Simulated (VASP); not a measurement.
Wanted: the native input for a VASP 6.6.1 run.

```
Task                   : single point
Functional             : PBEsol
Potentials or basis    : VASP PAW PBE potentials, release 64 (H, Br)
Cutoff                 : 520 eV
k mesh                 : 5 × 5 × 5
Occupations            : gaussian, width 0.01 eV
Spin                   : no spin polarisation
Dipole correction      : no
Further INCAR settings : ALGO = Fast; EDIFF = 1e-07; NBANDS = 11
```

The structure of HBr lies in POSCAR:

```
HBr
1.0
    0.0000000000      2.8200000000      3.0315000000
    2.7775000000      0.0000000000      3.0315000000
    2.7775000000      2.8200000000      0.0000000000
H Br
1 1
Direct
    0.0000000000      0.0000000000      0.0000000000
    0.5000000000      0.5000000000      0.5000000000
```

One way to write it, as run:

INCAR

```
SYSTEM = HBr
  ALGO = Fast
  EDIFF = 1E-7
  ENCUT = 520
  GGA = PS
  ISIF = 2
  ISMEAR = 0
  LASPH = .TRUE.
  LCHARG = .FALSE.
  LREAL = .FALSE.
  LWAVE = .FALSE.
  NBANDS = 11
  NELM = 100
  PREC = Accurate
  SIGMA = 0.01
```

KPOINTS

```
k-points
0
G
  5 5 5
  0 0 0
```

Potentials or basis: VASP PAW PBE potentials, release 64 (H, Br).

Launch:

```console
$ cat potpaw_PBE.64/H/POTCAR potpaw_PBE.64/Br/POTCAR > POTCAR
$ mpirun -np 1 vasp_std > vasp.out
```

Results of the run:

- Pressure: -8.4 GPa
- Band gap on the k mesh: none (metal or under the smearing width)

Caveat: the k mesh is coarse (spacing up to 0.38 Å⁻¹), so the values aren't converged; the PAW data sets were made with another functional, which shifts forces and pressure a little.

Wall time 8.4 s on 1 thread of Intel(R) Xeon(R) 6975P-C (Granite Rapids), on a shared host, peak memory 0.17 GiB.
